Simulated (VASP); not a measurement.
# Au (Fm-3m) in VASP: settings compared, part 2 of 2

VASP 6.6.1. The steps go on from the part before.

**4. Relaxation of cell and atoms, PBE**

INCAR

```
SYSTEM = Au
PREC     = Accurate       ! precision mode
ENCUT    = 600            ! plane-wave cutoff, eV
EDIFF    = 1E-7           ! SCF threshold, eV
ISMEAR   = 0              ! smearing method
SIGMA    = 0.1            ! smearing width, eV
LREAL    = .FALSE.        ! projectors in reciprocal space
LASPH    = .TRUE.         ! aspherical terms in the spheres
NELM     = 100            ! most SCF steps
ALGO     = Fast           ! electronic algorithm
ISIF     = 3              ! what is computed and relaxed
LWAVE    = .FALSE.        ! write WAVECAR
LCHARG   = .FALSE.        ! write CHGCAR
GGA      = PE             ! functional
IBRION   = 2              ! ionic algorithm
NSW      = 90             ! ionic steps
EDIFFG   = -0.005         ! ionic threshold
```

KPOINTS

```
regular mesh
0
G
  18 18 18
  0 0 0
```

POSCAR

```
Au
1.0
    0.0000000000      2.0585000000      2.0585000000
    2.0585000000      0.0000000000      2.0585000000
    2.0585000000      2.0585000000      0.0000000000
Au
1
Direct
    0.0000000000      0.0000000000      0.0000000000
```

Potentials or basis: VASP PAW PBE potentials, release 64 (Au).

Run with:

```bash
cat potpaw_PBE.64/Au/POTCAR > POTCAR
mpirun -np 1 vasp_std > vasp.out
```

Run time: 36 s. Hardware: 1 thread of Intel Xeon 6975P-C (Granite Rapids), shared host; peak memory 0.18 GiB.

The run converged. Its results:

* Free energy: -3.2222 eV
* Relaxed volume: 17.95 Å³/atom
* Relaxed cell: a = 2.939 Å, b = 2.939 Å, c = 2.939 Å, α = 60.00°, β = 60.00°, γ = 60.00°
* Space group after relaxing (to 0.05 Å): Fm-3m (No. 225)
* Energy gained by relaxing: 6.7 meV/atom
* Ionic steps: 4
* Pressure after relaxing: 0.0 GPa
* Band gap on the k mesh: none (metal or under the smearing width)

Step by step:
```csv
step,energy change (eV),largest force (eV/Å),pressure (GPa),volume (Å³)
1,0.0000,0.0000,4.39,17.45
2,0.0054,0.0000,-5.14,18.68
3,-0.0067,0.0000,-0.07,17.96
4,-0.0067,0.0000,0.02,17.95
```

Final structure:
```yaml
crystal:
  lattice:
    - [0.00000, 2.07803, 2.07803]
    - [2.07803, 0.00000, 2.07803]
    - [2.07803, 2.07803, 0.00000]
  atoms:
    - { symbol: Au, position: [0.00000, 0.00000, 0.00000] }
```

Levels at points of the mesh, in eV from the Fermi level:
```tsv
k point	band 3	band 4	band 5	band 6	band 7	band 8	band 9
(0.00, 0.00, 0.00)	-4.38	-4.38	-2.99	-2.99	14.63	18.33	18.33
(0.50, 0.00, 0.00)	-4.41	-1.90	-1.90	-0.67	2.85	14.07	16.79
(0.50, 0.50, 0.00)	-1.94	-1.61	-1.61	1.21	5.41	9.91	9.91
```

**5. Relaxation of cell and atoms, PBE+D3(BJ)**

INCAR, as its differences from that of step 4:

```diff
@@ -14,2 +14,3 @@
 GGA      = PE             ! functional
+IVDW     = 12             ! dispersion correction
 IBRION   = 2              ! ionic algorithm
```

KPOINTS is that of step 4.

POSCAR is that of step 4.

Potentials or basis: VASP PAW PBE potentials, release 64 (Au).

Run with:

```bash
cat potpaw_PBE.64/Au/POTCAR > POTCAR
mpirun -np 1 vasp_std > vasp.out
```

OUTCAR:

```text
SYSTEM = Au
   PREC = Accurate
   ENCUT = 600
   EDIFF = 1E-7
   ISMEAR = 0
   LREAL = .FALSE.
   LASPH = .TRUE.
   NELM = 100
   ISIF = 3
   GGA = PE
   IVDW = 12
   IBRION = 2
   NSW = 90
   EDIFFG = -0.005
 IVDW          = 12

 ion  position               nearest neighbor table
   1  0.000  0.000  0.000-

  LATTYP: Found a face centered cubic cell.
 ALAT       =     4.1170000000

  Lattice vectors:

 A1 = (   0.0000000000,   2.0585000000,   2.0585000000)
 A2 = (   2.0585000000,   0.0000000000,   2.0585000000)
 A3 = (   2.0585000000,   2.0585000000,   0.0000000000)

Analysis of symmetry for initial positions (statically):
=====================================================================
 Subroutine PRICEL returns:
 Original cell was already a primitive cell.

[... 368 lines left out ...]
  ---------------------------------------------------
  ext. energy  EPLUGINS =         0.00000000
  ---------------------------------------------------
  free energy    TOTEN  =        -3.20912628 eV

  energy without entropy =       -3.20779460  energy(sigma->0) =       -3.20846044

 E-fermi :   9.2430     XC(G=0): -12.6429

 val. band max:        9.2394517369   @ k =   0.5000   0.2778   0.1111
 cond. band min:       9.2518223318   @ k =   0.5000   0.1667   0.0556
 fundamental gap:      0.0123705949
 Fermi energy:         9.2429812178

 k-point     1 :       0.0000    0.0000    0.0000
  band No.  band energies     occupation
      1      -0.4558      2.00000
      2       4.6446      2.00000
      3       4.6446      2.00000
      4       4.6446      2.00000
      5       6.1267      2.00000
      6       6.1267      2.00000
      7      23.8082      0.00000
      8      27.7377      0.00000
      9      27.7377      0.00000
[... 265 lines left out ...]
 k-point    24 :      -0.2222    0.0556    0.0000
  band No.  band energies     occupation
      1       1.3224      2.00000
      2       4.3881      2.00000
      3       4.9441      2.00000
      4       4.9803      2.00000
      5       6.0361      2.00000
      6       6.5077      2.00000
      7      20.7772      0.00000
      8      24.8550      0.00000
      9      27.6943      0.00000

 [... further k-points ...]

------------------------ aborting loop because EDIFF is reached ----------------------------------------

 Edisp (eV)   -0.65703

 E8    (eV) :    -0.2953
[... 24 lines left out ...]
  FREE ENERGIE OF THE ION-ELECTRON SYSTEM (eV)
  ---------------------------------------------------
  free  energy   TOTEN  =        -3.8661580225 eV

  energy  without entropy=       -3.8648263347  energy(sigma->0) =       -3.86549218

 reached required accuracy - stopping structural energy minimisation
```

OSZICAR:

```text
N       E                     dE             d eps       ncg     rms          rms(c)
DAV:   1     0.506797351780E+02    0.50680E+02   -0.63667E+03  3630   0.123E+03
[... 58 lines left out ...]
   5 F= -.38661566E+01 E0= -.38654909E+01  d E =-.111986E-02
       N       E                     dE             d eps       ncg     rms          rms(c)
DAV:   1    -0.320913220475E+01    0.14547E-03   -0.12999E-04  3585   0.128E-01    0.146E-02
RMM:   2    -0.320912624040E+01    0.59643E-05   -0.98405E-06  3510   0.331E-02    0.598E-03
RMM:   3    -0.320912609383E+01    0.14657E-06   -0.84396E-07  3442   0.103E-02    0.467E-03
RMM:   4    -0.320912630414E+01   -0.21031E-06   -0.93769E-08  2237   0.344E-03    0.534E-04
RMM:   5    -0.320912628427E+01    0.19866E-07   -0.19674E-08  1782   0.143E-03
   6 F= -.38661580E+01 E0= -.38654922E+01  d E =-.112130E-02
```

CONTCAR:

```text
Au
   1.00000000000000
     0.0000000000000000    2.0509087546999689    2.0509087546999689
     2.0509087546999689    0.0000000000000000    2.0509087546999689
     2.0509087546999689    2.0509087546999689   -0.0000000000000000
  Au
     1
Direct
     0.0000000000000000    0.0000000000000000    0.0000000000000000

  0.00000000E+00  0.00000000E+00  0.00000000E+00
```

It took 46 s on 1 thread of Intel Xeon 6975P-C (Granite Rapids), shared host; peak memory 0.19 GiB.

What came out:

```
Free energy                            : -3.8662 eV
Relaxed volume                         : 17.25 Å³/atom
Relaxed cell                           : a = 2.900 Å, b = 2.900 Å, c = 2.900 Å, α = 60.00°, β = 60.00°, γ = 60.00°
Space group after relaxing (to 0.05 Å) : Fm-3m (No. 225)
Energy gained by relaxing              : 1.1 meV/atom
Ionic steps                            : 6
Pressure after relaxing                : 0.0 GPa
Band gap on the k mesh                 : none (metal or under the smearing width)
Dispersion energy per atom             : -0.657 eV
```

The path:
| step | energy change (eV) | largest force (eV/Å) | pressure (GPa) | volume (Å³) |
| --- | --- | --- | --- | --- |
| 1 | 0.0000 | 0.0000 | -1.79 | 17.45 |
| 2 | 0.0015 | 0.0000 | 2.96 | 16.96 |
| 3 | -0.0011 | 0.0000 | 0.15 | 17.25 |
| 4 | -0.0011 | 0.0000 | -0.15 | 17.26 |
| 5 | -0.0011 | 0.0000 | -0.07 | 17.26 |
| 6 | -0.0011 | 0.0000 | -0.03 | 17.25 |

Final structure:
```cif
data_structure
_symmetry_space_group_name_H-M 'P 1'
_symmetry_Int_Tables_number 1
_cell_length_a 2.9004
_cell_length_b 2.9004
_cell_length_c 2.9004
_cell_angle_alpha 60.000
_cell_angle_beta 60.000
_cell_angle_gamma 60.000
_cell_volume 17.25
loop_
_atom_site_label
_atom_site_type_symbol
_atom_site_fract_x
_atom_site_fract_y
_atom_site_fract_z
_atom_site_occupancy
Au1 Au 0.00000 0.00000 0.00000 1
```

Levels at points of the mesh, in eV from the Fermi level:
| k point | band 4 | band 5 | band 6 | band 7 | band 8 | band 9 |
| --- | --- | --- | --- | --- | --- | --- |
| (0.00, 0.00, 0.00) | -4.60 | -3.12 | -3.12 | 14.57 | 18.49 | 18.49 |
| (0.50, 0.00, 0.00) | -1.94 | -1.94 | -0.87 | 3.03 | 14.01 | 17.07 |
| (0.50, 0.50, 0.00) | -1.63 | -1.63 | 1.08 | 5.70 | 10.00 | 10.00 |

Caveat: pairwise dispersion overbinds metals, which lowers pressure and volume. The run has no spin-orbit coupling, so splittings on Au are missing.

**6. Relaxation of cell and atoms, PBEsol**

INCAR, as its differences from that of step 5:

```diff
@@ -2,3 +2,3 @@
 PREC     = Accurate       ! precision mode
-ENCUT    = 600            ! plane-wave cutoff, eV
+ENCUT    = 300            ! plane-wave cutoff, eV
 EDIFF    = 1E-7           ! SCF threshold, eV
@@ -13,4 +13,3 @@
 LCHARG   = .FALSE.        ! write CHGCAR
-GGA      = PE             ! functional
-IVDW     = 12             ! dispersion correction
+GGA      = PS             ! functional
 IBRION   = 2              ! ionic algorithm
```

KPOINTS is that of step 5.

POSCAR is that of step 5.

Potentials or basis: VASP PAW PBE potentials, release 64 (Au).

Run with:

```bash
cat potpaw_PBE.64/Au/POTCAR > POTCAR
mpirun -np 1 vasp_std > vasp.out
```

Run time: 14 s. Hardware: 1 thread of Intel Xeon 6975P-C (Granite Rapids), shared host; peak memory 0.13 GiB.

The run converged. Its results:

- Free energy: -3.9352 eV
- Relaxed volume: 16.92 Å³/atom
- Relaxed cell: a = 2.882 Å, b = 2.882 Å, c = 2.882 Å, α = 60.00°, β = 60.00°, γ = 60.00°
- Space group after relaxing (to 0.05 Å): Fm-3m (No. 225)
- Energy gained by relaxing: 8.2 meV/atom
- Ionic steps: 6
- Pressure after relaxing: 0.0 GPa
- Band gap on the k mesh: none (metal or under the smearing width)

Step by step:
| step | energy change (eV) | largest force (eV/Å) | pressure (GPa) | volume (Å³) |
| --- | --- | --- | --- | --- |
| 1 | 0.0000 | 0.0000 | -4.88 | 17.45 |
| 2 | 0.0142 | 0.0000 | 9.66 | 16.14 |
| 3 | -0.0082 | 0.0000 | -0.14 | 16.93 |
| 4 | -0.0082 | 0.0000 | 0.06 | 16.92 |
| 5 | -0.0082 | 0.0000 | -0.09 | 16.93 |
| 6 | -0.0082 | 0.0000 | 0.00 | 16.92 |

Final structure:
```
Au
1.0
     0.00000    2.03781    2.03781
     2.03781    0.00000    2.03781
     2.03781    2.03781    0.00000
Au
1
Direct
  0.00000 0.00000 0.00000
```

Levels at points of the mesh, in eV from the Fermi level:
```csv
k point,band 2,band 3,band 4,band 5,band 6,band 7,band 8,band 9
"(0.00, 0.00, 0.00)",-4.68,-4.68,-4.68,-3.13,-3.13,14.52,18.55,18.55
"(0.50, 0.00, 0.00)",-4.72,-4.72,-1.92,-1.92,-1.03,3.12,13.96,17.16
"(0.50, 0.50, 0.00)",-6.78,-1.96,-1.59,-1.59,0.96,5.82,10.00,10.00
```

Caveat: the PAW data sets were made with another functional, which shifts forces and pressure a little. Spin-orbit coupling is left out, which matters for the levels of Au.

**7. Summary**

| level | potentials or basis | cutoff (eV) | gap on the mesh (eV) | pressure (GPa) | relaxed volume (Å³/atom) |
| --- | --- | --- | --- | --- | --- |
| PBEsol | VASP PAW PBE potentials, release 64 (Au) | 600 | none | 0.0 | 17.00 |
| LDA | VASP PAW LDA potentials, release 64 (Au) | 600 | none | 0.0 | 16.64 |
| PBE | VASP PAW PBE potentials, release 64 (Au) | 600 | none | 0.0 | 17.95 |
| PBE+D3(BJ) | VASP PAW PBE potentials, release 64 (Au) | 600 | none | 0.0 | 17.25 |
| PBEsol | VASP PAW PBE potentials, release 64 (Au) | 300 | none | 0.0 | 16.92 |

Alike in all rows: task relaxation of cell and atoms; no spin polarisation; cell relaxed; k mesh 18 × 18 × 18; smearing gaussian 0.1 eV.

Caveats: the PAW data sets were made with another functional, which shifts forces and pressure a little (some runs); pairwise dispersion overbinds metals, which lowers pressure and volume (some runs).

Total energies depend on the potentials used, so only differences within one code and one set of settings carry meaning.
